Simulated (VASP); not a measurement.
# SiC (F-43m) in VASP: phonons with PBE

Aim: the phonons of SiC with PBE.

All numbers are computed with VASP 6.6.1; they aren't measurements. Logs are shortened: lines on timing, memory, paths and dates and some standing lists are left out, and cuts for length are marked.

### 1 The structure

The structure is cubic, space group F-43m (No. 216). Conventional cell: a = 4.358 Å, b = 4.358 Å, c = 4.358 Å, α = 90.00°, β = 90.00°, γ = 90.00°. Si (site symmetry -43m) is surrounded by 4 C at 1.89 Å. Around C (site symmetry -43m) lie 4 Si at 1.89 Å.

### 2 Phonons, PBE

Input file POSCAR:

```
SiC
1.0
    0.0000000000      2.1790000000      2.1790000000
    2.1790000000      0.0000000000      2.1790000000
    2.1790000000      2.1790000000      0.0000000000
Si C
1 1
Direct
    0.0000000000      0.0000000000      0.0000000000
    0.2500000000      0.2500000000      0.2500000000
```

Input file INCAR.step1:

```
ALGO     = Fast           # electronic algorithm
EDIFF    = 1E-8           # SCF threshold, eV
EDIFFG   = -0.002         # ionic threshold
ENCUT    = 600            # plane-wave cutoff, eV
GGA      = PE             # functional
IBRION   = 2              # ionic algorithm
ISIF     = 3              # what is computed and relaxed
ISMEAR   = 0              # smearing method
LASPH    = True           # aspherical terms in the spheres
LCHARG   = False          # write CHGCAR
LREAL    = False          # projectors in reciprocal space
LWAVE    = False          # write WAVECAR
NELM     = 100            # most SCF steps
NSW      = 40             # ionic steps
PREC     = Accurate       # precision mode
SIGMA    = 0.02           # smearing width, eV
```

Input file INCAR.step2:

```
ALGO     = Fast           # electronic algorithm
EDIFF    = 1E-8           # SCF threshold, eV
ENCUT    = 600            # plane-wave cutoff, eV
GGA      = PE             # functional
IBRION   = 6              # ionic algorithm
ISIF     = 2              # what is computed and relaxed
ISMEAR   = 0              # smearing method
LASPH    = True           # aspherical terms in the spheres
LCHARG   = False          # write CHGCAR
LREAL    = False          # projectors in reciprocal space
LWAVE    = False          # write WAVECAR
NELM     = 100            # most SCF steps
NFREE    = 2            
NSW      = 1              # ionic steps
POTIM    = 0.015          # step
PREC     = Accurate       # precision mode
SIGMA    = 0.02           # smearing width, eV
```

Input file KPOINTS:

```
k-points
0
Gamma
  10 10 10
```

Potentials or basis: VASP PAW PBE potentials, release 64 (Si, C).

Launch:

```sh
cat potpaw_PBE.64/Si/POTCAR potpaw_PBE.64/C/POTCAR > POTCAR
cp INCAR.step1 INCAR
mpirun -np 1 vasp_std > vasp.out
cp CONTCAR POSCAR
cp INCAR.step2 INCAR
mpirun -np 1 vasp_std > vasp.out
```

OUTCAR:

```text
EDIFF = 1E-8
   ENCUT = 600
   GGA = PE
   IBRION = 6
   ISIF = 2
   ISMEAR = 0
   LASPH = True
   LREAL = False
   NELM = 100
   NFREE = 2
   NSW = 1
   POTIM = 0.015
   PREC = Accurate

 ion  position               nearest neighbor table
   1  0.000  0.000  0.000-   2 1.90   2 1.90   2 1.90   2 1.90
   2  0.250  0.250  0.250-   1 1.90   1 1.90   1 1.90   1 1.90

  LATTYP: Found a face centered cubic cell.
 ALAT       =     4.3785027656

  Lattice vectors:

 A1 = (   0.0000000000,   2.1892513828,   2.1892513828)
 A2 = (   2.1892513828,   0.0000000000,   2.1892513828)
 A3 = (   2.1892513828,   2.1892513828,   0.0000000000)

Analysis of symmetry for initial positions (statically):
=====================================================================
 Subroutine PRICEL returns:
 Original cell was already a primitive cell.

 Routine SETGRP: Setting up the symmetry group for a
 face centered cubic supercell.

 Subroutine GETGRP returns: Found 24 space group operations
 (whereof 24 operations were pure point group operations)
 out of a pool of 48 trial point group operations.

The static configuration has the point symmetry T_d .

Analysis of symmetry for dynamics (positions and initial velocities):
=====================================================================
 Subroutine PRICEL returns:
 Original cell was already a primitive cell.

 Routine SETGRP: Setting up the symmetry group for a
 face centered cubic supercell.

 Subroutine GETGRP returns: Found 24 space group operations
 (whereof 24 operations were pure point group operations)
 out of a pool of 48 trial point group operations.

The dynamic configuration has the point symmetry T_d .

 Subroutine INISYM returns: Found 24 space group operations
 (whereof 24 operations are pure point group operations),
 and found     1 'primitive' translations

----------------------------------------------------------------------------------------

                                     Primitive cell

  volume of cell :      20.9854

  direct lattice vectors                    reciprocal lattice vectors
     0.000000000  2.189251383  2.189251383    -0.228388573  0.228388573  0.228388573
     2.189251383  0.000000000  2.189251383     0.228388573 -0.228388573  0.228388573
     2.189251383  2.189251383  0.000000000     0.228388573  0.228388573 -0.228388573

  length of vectors
     3.096068997  3.096068997  3.096068997     0.395580613  0.395580613  0.395580613

  position of ions in fractional coordinates (direct lattice)
     0.000000000  0.000000000  0.000000000
     0.250000000  0.250000000  0.250000000

  ion indices of the primitive-cell ions
   primitive index   ion index
                 1           1
                 2           2

----------------------------------------------------------------------------------------

 KPOINTS: k-points

Automatic generation of k-mesh.
 Grid dimensions read from file:
 generate k-points for:   10   10   10

 Generating k-lattice:

  Cartesian coordinates                     Fractional coordinates (reciprocal lattice)
    -0.022838857  0.022838857  0.022838857     0.100000000  0.000000000  0.000000000
     0.022838857 -0.022838857  0.022838857     0.000000000  0.100000000  0.000000000
     0.022838857  0.022838857 -0.022838857     0.000000000  0.000000000  0.100000000

  Length of vectors
     0.039558061  0.039558061  0.039558061

  Shift w.r.t. Gamma in fractional coordinates (k-lattice)
     0.000000000  0.000000000  0.000000000

 Subroutine IBZKPT returns following result:
 ===========================================

[... 55 lines left out ...]
   POTIM  = 0.0150    time-step for ionic-motion
   TEBEG  =    0.0;   TEEND  =   0.0 temperature during run
   PSTRESS=    0.0 pullay stress
   NELECT =       8.0000    total number of electrons
   NUPDOWN=      -1.0000    fix difference up-down
   EMIN   =  10.00;   EMAX   =-10.00  energy-range for DOS
   EFERMI =   0.00;   METHOD = LEGACY
   ISMEAR =     0;   SIGMA  =   0.02  broadening in eV -4-tet -1-fermi 0-gaus
   EFERMI_NEDOS =   21; number of points for ismear=-14 and -15
   IALGO  =     68    algorithm
   IMIX   =      4    mixing-type and parameters
     AMIX     =   0.40;   BMIX     =  1.00
     AMIX_MAG =   1.60;   BMIX_MAG =  1.00
  volume/ion in A,a.u.               =      10.49        70.81
  Fermi-wavevector in a.u.,A,eV,Ry     =   1.187041  2.243183 19.171524  1.409067
  Thomas-Fermi vector in A             =   2.323201
   LORBIT       =      0    0 simple, 1 ext, 2 COOP (PROOUT), +10 PAW based schemes
   GGA     = PE    functional components
   LHFCALC =     F    Hartree Fock is set to
   AEXX    =    0.0000 exact exchange contribution
   IVDW    =     0    specifies the selected vdW correction
   LEPSILON=     F    determine dielectric tensor
   LRPA    =     F    only Hartree local field effects (RPA)
 finite differences with symmetry
 non-spin polarized calculation
 RMM-DIIS sequential band-by-band and
 Gauss-broadening in eV      SIGMA  =   0.02
  energy-cutoff  :      600.00
  volume of cell :       20.99
 maximum number of plane-waves:       725
 NGX is ok and might be reduce to    28
   NGX = 13   NGY = 13   NGZ = 13

--------------------------------------- Ionic step        1  -------------------------------------------

 number of electron       8.0000000 magnetization

 Free energy of the ion-electron system (eV)
  ---------------------------------------------------
  ext. energy  EPLUGINS =         0.00000000
  ---------------------------------------------------
  free energy    TOTEN  =       -15.06218255 eV

  energy without entropy =      -15.06218255  energy(sigma->0) =      -15.06218255

------------------------ aborting loop because EDIFF is reached ----------------------------------------

  FORCE on cell =-STRESS in cart. coord.  units (eV):
  Direction    XX          YY          ZZ          XY          YZ          ZX
  --------------------------------------------------------------------------------------
  -------------------------------------------------------------------------------------
  Total       -0.0008270     -0.0008270     -0.0008270     -0.0000000      0.0000000      0.0000000
  in kB       -0.0631398     -0.0631398     -0.0631398     -0.0000000      0.0000000      0.0000000
  external PRESSURE =      -0.0631398 kB  Pullay stress =       0.0000000 kB
[... 131 lines left out ...]
--------------------------------------- Ionic step        5  -------------------------------------------

 number of electron       8.0000000 magnetization

 Free energy of the ion-electron system (eV)
  ---------------------------------------------------
  ext. energy  EPLUGINS =         0.00000000
  ---------------------------------------------------
  free energy    TOTEN  =       -15.06009007 eV

  energy without entropy =      -15.06009007  energy(sigma->0) =      -15.06009007

 E-fermi :   8.1076     XC(G=0): -11.2947

 val. band max:        8.0195305472   @ k =   0.0000   0.0000   0.0000
 cond. band min:       9.3187235675   @ k =   0.5000   0.5000   0.0000
 fundamental gap:      1.2991930202
 Fermi energy:         8.1076080398

 k-point     1 :       0.0000    0.0000    0.0000
  band No.  band energies     occupation
      1      -7.3442      2.00000
      2       7.8769      2.00000
      3       7.9494      2.00000
      4       8.0195      2.00000
      5      14.0166      0.00000
      6      15.1297      0.00000
      7      15.1596      0.00000
      8      15.1915      0.00000
[... 243 lines left out ...]
 k-point    24 :       0.4000    0.3000    0.0000
  band No.  band energies     occupation
      1      -4.2386      2.00000
      2       2.3626      2.00000
      3       4.8523      2.00000
      4       5.3467      2.00000
      5      10.8033      0.00000
      6      13.5157      0.00000
      7      19.4242      0.00000
      8      19.7734      0.00000

 [... further k-points ...]

------------------------ aborting loop because EDIFF is reached ----------------------------------------

  FORCE on cell =-STRESS in cart. coord.  units (eV):
  Direction    XX          YY          ZZ          XY          YZ          ZX
  --------------------------------------------------------------------------------------
  -------------------------------------------------------------------------------------
  Total       -0.0009333      0.0041028      0.0041028      0.0000000      0.1139570      0.0000000
  in kB       -0.0712562      0.3132399      0.3132399      0.0000000      8.7003107      0.0000000
  external PRESSURE =       0.1850745 kB  Pullay stress =       0.0000000 kB
[... 17 lines left out ...]
  FREE ENERGIE OF THE ION-ELECTRON SYSTEM (eV)
  ---------------------------------------------------
  free  energy   TOTEN  =       -15.0600900696 eV

  energy  without entropy=      -15.0600900696  energy(sigma->0) =      -15.06009007

 INTERNAL STRAIN TENSORS FROM DISPLACED ATOMS
 ============================================

 INTERNAL STRAIN TENSOR FOR ION    1 for displacements in x,y,z  (eV/Angst):
          X           Y           Z          XY          YZ          ZX
  --------------------------------------------------------------------------------
  x    -0.00000     0.00000     0.00000     0.00000     7.59269     0.00000
  y     0.00000    -0.00000     0.00000     0.00000     0.00000     7.59269
  z     0.00000     0.00000    -0.00000     7.59269     0.00000     0.00000

 INTERNAL STRAIN TENSOR FOR ION    2 for displacements in x,y,z  (eV/Angst):
          X           Y           Z          XY          YZ          ZX
  --------------------------------------------------------------------------------
  x     0.00000    -0.00000    -0.00000     0.00000    -7.59263     0.00000
  y     0.00000     0.00000     0.00000     0.00000     0.00000    -7.59263
  z    -0.00000    -0.00000     0.00000    -7.59263     0.00000     0.00000

 Eigenvectors and eigenvalues of the dynamical matrix
 ----------------------------------------------------

   1 f  =   23.244648 THz   146.050430 2PiTHz  775.357996 cm-1    96.132096 meV
             X         Y         Z           dx          dy          dz
      0.000000  0.000000  0.000000     0.387018    0.387018    0.000000
      1.094626  1.094626  1.094626    -0.591792   -0.591792    0.000000
[... 21 lines left out ...]
   6 f/i=    0.000242 THz     0.001519 2PiTHz    0.008064 cm-1     0.001000 meV
             X         Y         Z           dx          dy          dz
      0.000000  0.000000  0.000000     0.190091    0.815046    0.000000
      1.094626  1.094626  1.094626     0.124315    0.533021    0.000000

 ELASTIC MODULI CONTR FROM IONIC RELAXATION (kBar)
 Direction    XX          YY          ZZ          XY          YZ          ZX
 --------------------------------------------------------------------------------
 XX          -0.0000      0.0000      0.0000     -0.0000      0.0000      0.0000
 YY           0.0000     -0.0000     -0.0000     -0.0000     -0.0000      0.0000
 ZZ           0.0000     -0.0000     -0.0000      0.0000     -0.0000      0.0000
 XY          -0.0000     -0.0000      0.0000   -236.6359     -0.0000     -0.0000
 YZ           0.0000     -0.0000     -0.0000     -0.0000   -236.6359      0.0000
 ZX           0.0000      0.0000      0.0000     -0.0000      0.0000   -236.6359
 --------------------------------------------------------------------------------
```

Run time: 3.5 min. Hardware: 1 thread of AMD EPYC 7R43 (Zen 3), shared host; peak memory 0.17 GiB.

Results:

* Relaxed volume: 10.49 Å³/atom
* Relaxed cell: a = 3.096 Å, b = 3.096 Å, c = 3.096 Å, α = 60.00°, β = 60.00°, γ = 60.00°
* Space group after relaxing (to 0.05 Å): F-43m (No. 216)
* Highest phonon frequency at Γ, LO-TO splitting left out: 775 cm⁻¹

The path:
```csv
step,energy change (eV),largest force (eV/Å),pressure (GPa),volume (Å³)
1,0.0000,0.0000,3.07,20.69
2,0.0001,0.0000,-2.99,21.29
3,-0.0028,0.0000,0.00,20.99
```

Final structure:
```
Si C
1.0
     0.00000    2.18925    2.18925
     2.18925    0.00000    2.18925
     2.18925    2.18925    0.00000
Si C
1 1
Cartesian
  0.0000 0.0000 0.0000
  1.0946 1.0946 1.0946
```

Phonon frequencies in cm⁻¹ (negative: imaginary):
```csv
q point,frequencies
"(0.000, 0.000, 0.000)",0 0 0 775 775 775
```
